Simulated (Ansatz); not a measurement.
# Te2Mo (P2_1/m) in Ansatz: settings compared, part 2 of 2

Ansatz 0.2.0.

## 4. Band structure, BLYP

input.yaml reads:

```yaml
crystal:
  lattice:
    - [6.33, 0.0, 0.0]
    - [0.0, 3.469, 0.0]
    - [-0.9467947088, 0.0, 13.8276237937]
  atoms:
    - { symbol: Te, position: [0.9437, 0.75, 0.6045] }
    - { symbol: Te, position: [0.0563, 0.25, 0.3955] }
    - { symbol: Te, position: [0.903, 0.25, 0.8514] }
    - { symbol: Te, position: [0.097, 0.75, 0.1486] }
    - { symbol: Te, position: [0.4112, 0.75, 0.8955] }
    - { symbol: Te, position: [0.5888, 0.25, 0.1045] }
    - { symbol: Te, position: [0.4432, 0.25, 0.6484] }
    - { symbol: Te, position: [0.5568, 0.75, 0.3516] }
    - { symbol: Mo, position: [0.8167, 0.75, 0.9926] }
    - { symbol: Mo, position: [0.1833, 0.25, 0.0074] }
    - { symbol: Mo, position: [0.6819, 0.25, 0.4934] }
    - { symbol: Mo, position: [0.3181, 0.75, 0.5066] }
hamiltonian:
  xc: blyp
  pseudopotentials: { kind: paw }
kpoints:
  mp_grid: { grid: [4, 8, 2] }
  band_path:
    path:
      - [[0.0, 0.0, 0.0], [0.0, 0.0, 0.5], [-0.4866717952, 0.0, 0.5727927773], [-0.5, 0.0, 0.5], [-0.5, 0.5, 0.5], [-0.5133282048, 0.5, 0.4272072227], [-0.5, 0.5, 0.0], [-0.5, 0.0, 0.0], [-0.5133282048, 0.0, 0.4272072227]]
      - [[-0.4866717952, 0.5, 0.5727927773], [0.0, 0.5, 0.5], [0.0, 0.5, 0.0]]
      - [[0.0, 0.0, 0.5], [0.0, 0.5, 0.5]]
    npoints: 10
scf:
  occupations: { method: fermi_dirac, width: 0.05 }
  n_extra_bands: 30
output:
  forces: true
  stress: true
  eigenvalues: true
  fatbands: false
  write_density: true
  write_potential: true
  elf: true
  volumetric_format: npy
```

Potentials or basis: Ansatz PAW.

The run is started by

```sh
$ ansatz run input.yaml --threads 4 --pin off --max-ram 11264MiB --backend cpu --events-out ev --progress --plain --runs-dir out
```

The log of the run:

```text
Warning: RAYON_NUM_THREADS=4 ignored (pool sized by the plan → 4); use --threads N
scf.n_extra_bands = 30 over 92 filled bands (N_el = 184.0): the run solves 122 bands
[... 84 lines left out ...]
  k-point 1: bands = ["-48.1882", "-48.1642", "-48.1318", "-48.1064", "-24.0387", "-24.0313", "-24.0226", "-24.0222", "-24.0085", "-24.0005", "-23.9962", "-23.9903", "-23.9903", "-23.9902", "-23.9807", "-23.9663", "-23.9659", "-23.9606", "-23.9595", "-23.9579", "-23.9506", "-23.9362", "-23.9295", "-23.9268", "-23.9256", "-23.9214", "-23.9090", "-23.9067", "-23.8892", "-23.8854", "-23.8767", "-23.8734", "-23.8713", "-23.8643", "-23.8388", "-23.8351", "-23.8271", "-23.8268", "-23.8182", "-23.8143", "-23.7979", "-23.7896", "-23.7811", "-23.7769", "-22.4299", "-22.4082", "-22.3411", "-22.3209", "-22.3180", "-22.2967", "-22.1878", "-22.1612", "-22.1589", "-22.1321", "-22.0144", "-21.9876", "-0.1632", "-0.1293", "0.8874", "0.9130", "1.5506", "1.5631", "1.8911", "1.9092", "7.2053", "7.2524", "7.6666", "7.7022", "8.1187", "8.2437", "8.8874", "9.0939", "9.9549", "10.0920", "10.3661", "10.3859", "10.4304", "10.4611", "10.7628", "10.8051", "11.0785", "11.2300", "11.4895", "11.5771", "12.1336", "12.1694", "12.2211", "12.2705", "12.8477", "12.8802", "12.9049", "12.9066", "13.3916", "13.4978", "13.7998", "13.8595", "14.4184", "14.6191", "14.9636", "14.9777", "14.9893", "15.0661", "16.1077", "16.1091", "16.1484", "16.1748", "16.2076", "16.2148", "17.7350", "17.9243", "18.1762", "18.3931", "18.9621", "19.0175", "19.6550", "19.7875", "20.1447", "20.2034", "21.0708", "21.0912", "21.5274", "21.6533"]
  k-point 2: bands = ["-48.1852", "-48.1612", "-48.1331", "-48.1078", "-24.0361", "-24.0280", "-24.0243", "-24.0224", "-24.0058", "-23.9971", "-23.9971", "-23.9921", "-23.9918", "-23.9905", "-23.9799", "-23.9669", "-23.9666", "-23.9610", "-23.9610", "-23.9583", "-23.9498", "-23.9365", "-23.9299", "-23.9272", "-23.9221", "-23.9182", "-23.9107", "-23.9084", "-23.8858", "-23.8821", "-23.8773", "-23.8750", "-23.8731", "-23.8660", "-23.8394", "-23.8349", "-23.8285", "-23.8273", "-23.8178", "-23.8140", "-23.7977", "-23.7898", "-23.7808", "-23.7767", "-22.4261", "-22.4045", "-22.3615", "-22.3385", "-22.3112", "-22.2869", "-22.2067", "-22.1803", "-22.1485", "-22.1214", "-22.0157", "-21.9888", "-0.0957", "0.2200", "0.7274", "1.2160", "1.6134", "1.7955", "1.8228", "2.0545", "7.2838", "7.4445", "7.5741", "8.0513", "8.4241", "8.7222", "8.8429", "8.8844", "9.4111", "9.9672", "10.0497", "10.1547", "10.3140", "10.5570", "10.6496", "10.6985", "11.0571", "11.1388", "11.1444", "11.5819", "11.7480", "11.9657", "12.0042", "12.0068", "12.3324", "12.6651", "12.6819", "12.8148", "12.9266", "13.1615", "14.0277", "14.1563", "14.2663", "14.6478", "14.7871", "14.7911", "15.0456", "15.0581", "15.2144", "15.4042", "15.6281", "16.0567", "16.0900", "16.2255", "17.8858", "17.9036", "18.6781", "19.0928", "19.7953", "19.9895", "20.1875", "20.5296", "20.8424", "20.9285", "21.1382", "21.1852", "21.3700", "21.4795"]
  k-point 29: bands = ["-48.1544", "-48.1544", "-48.1297", "-48.1297", "-24.0368", "-24.0368", "-24.0086", "-24.0086", "-24.0046", "-24.0046", "-24.0024", "-24.0024", "-23.9785", "-23.9785", "-23.9725", "-23.9725", "-23.9718", "-23.9718", "-23.9607", "-23.9607", "-23.9421", "-23.9421", "-23.9296", "-23.9296", "-23.9178", "-23.9178", "-23.8995", "-23.8995", "-23.8824", "-23.8824", "-23.8780", "-23.8780", "-23.8633", "-23.8633", "-23.8403", "-23.8403", "-23.8307", "-23.8307", "-23.8141", "-23.8141", "-23.7932", "-23.7932", "-23.7769", "-23.7769", "-22.4643", "-22.4643", "-22.4421", "-22.4421", "-22.2468", "-22.2468", "-22.2215", "-22.2215", "-22.0726", "-22.0726", "-22.0455", "-22.0455", "1.7844", "1.7844", "1.8820", "1.8820", "2.1524", "2.1524", "2.2154", "2.2154", "7.0738", "7.0738", "7.1473", "7.1473", "8.0767", "8.0767", "8.1932", "8.1932", "9.3177", "9.3177", "9.5494", "9.5494", "10.2658", "10.2658", "10.3420", "10.3420", "10.5940", "10.5940", "10.6560", "10.6560", "11.0700", "11.0700", "11.1571", "11.1571", "11.9100", "11.9100", "11.9907", "11.9907", "13.9325", "13.9325", "13.9472", "13.9472", "14.5695", "14.5695", "14.6742", "14.6742", "15.1057", "15.1057", "15.2414", "15.2414", "16.1921", "16.1921", "16.3162", "16.3162", "17.5534", "17.5534", "17.7482", "17.7482", "18.1902", "18.1902", "18.4329", "18.4329", "19.2271", "19.2271", "19.4755", "19.4755", "20.1721", "20.1721"]
```

Wall time 76 s (4 threads of Intel Xeon at 2.50GHz (Skylake/Cascade Lake), shared host); peak memory 2.6 GiB.

Results:

* Free energy: -75855.2836 eV
* Pressure: 8.6 GPa
* Largest force: 0.504 eV/Å
* Band gap on the k mesh: none (metal or under the smearing width)

Forces in eV/Å, atoms in the order of the input:
```
Te   0.054  0.000  0.418
Te  -0.054  0.000 -0.418
Te  -0.033  0.000 -0.503
Te   0.033  0.000  0.503
Te   0.029  0.000 -0.375
Te  -0.029  0.000  0.375
Te  -0.055  0.000  0.463
Te   0.055  0.000 -0.463
Mo   0.023  0.000  0.004
Mo  -0.023  0.000 -0.004
Mo  -0.122  0.000  0.012
Mo   0.122  0.000 -0.012
```

Levels at the corners of the path, in eV from the Fermi level:
```csv
point,band 89,band 90,band 91,band 92,band 93,band 94,band 95,band 96
Γ,-0.42,-0.12,0.08,0.11,0.45,0.69,0.85,0.95
Y,-0.08,-0.05,-0.02,-0.02,0.47,0.57,0.87,0.93
H,-0.88,-0.82,-0.67,-0.43,0.00,0.05,0.82,0.90
C,-0.88,-0.82,-0.66,-0.43,0.00,0.05,0.82,0.90
E,-1.02,-1.02,-0.94,-0.94,1.01,1.01,1.02,1.02
M1,-1.02,-1.02,-0.94,-0.94,1.01,1.01,1.02,1.02
A,-1.02,-1.02,-0.94,-0.94,0.99,0.99,1.05,1.05
X,-0.88,-0.82,-0.65,-0.57,-0.04,0.02,0.86,0.87
H1,-0.88,-0.82,-0.67,-0.43,0.00,0.05,0.82,0.90
M,-1.02,-1.02,-0.94,-0.94,1.01,1.01,1.02,1.02
D,-1.55,-1.55,-1.47,-1.47,1.02,1.02,1.14,1.14
Z,-1.51,-1.51,-1.44,-1.44,1.03,1.03,1.15,1.15
Y,-0.08,-0.05,-0.02,-0.02,0.47,0.57,0.87,0.93
D,-1.55,-1.55,-1.47,-1.47,1.02,1.02,1.14,1.14
```

Caveat: spin-orbit coupling is left out, which moves the levels of the heavy elements; the PAW data sets come from PBE, with cores solved anew for the run's functional, which leaves a small shift of forces and pressure.

## 5. The runs side by side

```tsv
level	gap on the mesh (eV)	pressure (GPa)	largest force (eV/Å)
LDA	none	-3.3	0.41
PBEsol	none	-1.4	0.23
BLYP	none	8.6	0.50
```

Alike in all rows: task band structure; potentials or basis Ansatz PAW; no spin polarisation; cell as given; k mesh 4 × 8 × 2; cutoff (eV) 420; smearing fermi-dirac 0.05 eV.

Every run on the cell as given and a fine mesh finds a metal. The pressure there spans -3.3 GPa (LDA) to 8.6 GPa (BLYP); a positive pressure means that this level wants a larger cell, a negative one a smaller.

Caveats: spin-orbit coupling is left out, which moves the levels of the heavy elements; the PAW data sets come from PBE, with cores solved anew for the run's functional, which leaves a small shift of forces and pressure.

Total energies depend on the potentials used, so only differences within one code and one set of settings carry meaning.
